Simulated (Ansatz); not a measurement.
# Cd/AlN/TiB2: predicting the conductance of a thicker barrier

How it was computed: Ansatz 0.2.0, plane waves with PAW datasets, PBE. Interfaces are relaxed in a short slab (with D3(BJ) where the barrier is layered), set between ideal electrode layers that go on as semi-infinite leads, and the zero-bias conductance G at 300 K comes from T(E) on a typed mesh. The error is the largest of the program's estimates from energy step, mesh, the leads' potential steps and neutrality; its separate bound for narrow resonances between the energies solved isn't counted and can be far larger. The lower electrode is Cd (hcp 0001), the upper TiB2 (AlB2 0001) and the barrier AlN (zinc blende 111), on a net of side 3.03 Å; d is the distance between the electrodes' last planes.

What is known so far:

| planes in the barrier | d (Å) | G (S/m²) | error (%) | lead step (meV) |
| --- | --- | --- | --- | --- |
| 4 | 7.94 | 2.08e12 | 71 | 63 |
| 6 | 10.50 | 2.63e11 | 49 | 63 |
| 8 | 13.07 | 4.74e10 | 57 | 38 |
| 10 | 15.63 | 1.05e10 | 66 | 63 |

Task: A further run has 12 planes, d = 18.20 Å. Fit G ∝ exp(−βd) to the rows shown and predict its conductance.

Working: Take y = ln G: 28.36, 26.30, 24.58 and 23.08. The means are d = 11.79 Å and y = 25.58; Σ(Δd Δy) = −22.54 and Σ(Δd)² = 32.87, so the slope is −0.686 Å⁻¹ (β = 0.686 Å⁻¹). At d = 18.20 Å, y = 25.58 − 0.686 × 6.41 = 21.18, or G = 1.58e9 S/m².

Check: The run gave 2.30e9 S/m², with an error estimate of 72 % and a lead step of 63 meV. The prediction is 0.688 times that, too low by 31 %. That lies within the runs' own error estimates, carried through the fit.

Caveats: The interfaces are ideal, one cell wide, strained to a common net and relaxed from one registry with their symmetry kept. PBE's gaps are too small, so true decay constants are likely larger where the Fermi level lies deep in a gap. No spin-orbit coupling, phonons, disorder or image charges enter. The rows shown are chosen by tests on error estimates (under 100 to 120 %), lead steps (under 150 meV, though the program warns over 25), intact interfaces and, for fits, a steady trend in the rows shown; the data set holds 414 series of this kind, and not all pass.
